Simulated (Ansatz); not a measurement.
**A vibration from a frozen displacement in KBr**

Theory: DFT PBE, scalar-relativistic, plane waves, PAW (Ansatz). Settings: plane waves to 420 eV, k-mesh 6×6×6 (Γ-centred), Gaussian smearing 0.05 eV. No spin polarisation. Energies are free energies at this smearing, counted from the undisturbed cell; pressure is positive in compression.

Zero of the scan (as given, not relaxed at this level; it stands at 0.8 GPa):

```
K Br
1.0
     0.00000    3.29250    3.29250
     3.29250    0.00000    3.29250
     3.29250    3.29250    0.00000
K Br
1 1
Cartesian
  0.0000 0.0000 0.0000
  3.2925 3.2925 3.2925
```

Every Br atom is moved by x along the Cartesian unit vector (0.000, -0.707, -0.707); the cell and all other atoms stay fixed. The cell's volume is 71.39 Å³; the moved atoms weigh 79.904 u together and the others 39.098 u. Some rows repeat others by symmetry and weren't run.

```
  x (Å)  ΔE (meV/cell) total force on the moved atoms along the move (eV/Å) pressure (GPa)
-0.5000         171.60                                                0.7372          2.2687
-0.4375         129.06                                                0.6252          1.9279
-0.3750          93.30                                                0.5204          1.6347
-0.3125          63.88                                                0.4223          1.3882
-0.2500          40.39                                                0.3302          1.1878
-0.1875          22.50                                                0.2430          1.0327
-0.1250           9.93                                                0.1598          0.9224
-0.0625           2.47                                                0.0792          0.8564
 0.0000           0.00                                                0.0000          0.8345
 0.0625           2.47                                               -0.0792          0.8564
 0.1250           9.93                                               -0.1598          0.9224
 0.1875          22.50                                               -0.2430          1.0327
 0.2500          40.39                                               -0.3302          1.1878
 0.3125          63.88                                               -0.4223          1.3882
 0.3750          93.30                                               -0.5204          1.6347
 0.4375         129.06                                               -0.6252          1.9279
 0.5000         171.60                                               -0.7372          2.2687
```

Question: What frequency belongs to this motion?

Answer: The force constant is k = −dF/dx = 1.267 eV/Å², from the parabola through x = -0.0625, 0 and 0.0625. In every cell the moved atoms swing against the rest, so the mass is μ = m₁m₂/(m₁ + m₂) = 26.253 u, and ν̃ = 521.5 cm⁻¹ × √(|k|/μ) = 115 cm⁻¹. To first order in x, and within 1 %, the force on every atom lies along the move and, within each of the two groups, in proportion to the atom's mass, so this is itself a mode at the zone centre of this cell, taken without macroscopic field (the transverse frequency in a polar insulator).

Question: How far does the harmonic law reach?

Answer: At x = -0.500 Å, kx²/2 = 158.39 meV against the computed 171.60 meV (+8.3 %): the well stiffens in this direction at large amplitude.

Question: The pressure changes with x². What does that say about the frequency under compression?

Answer: With E = k(V)x²/2, k ∝ V^(−2γ) and x scaling with the cell as V^(1/3), P − P0 = −∂E/∂V = (2γ − 2/3) ΔE/V. At x = 0.1250 Å, V(P − P0) = 71.39 × 0.08794 / 160.2 eV = 39.18 meV and ΔE = 9.93 meV, so γ = 1/3 + V(P − P0)/(2ΔE) = 2.31. This is the Grüneisen parameter of the motion under uniform scaling of the cell: shrinking the cell evenly by 1 % in volume raises the frequency by about 2.31 %.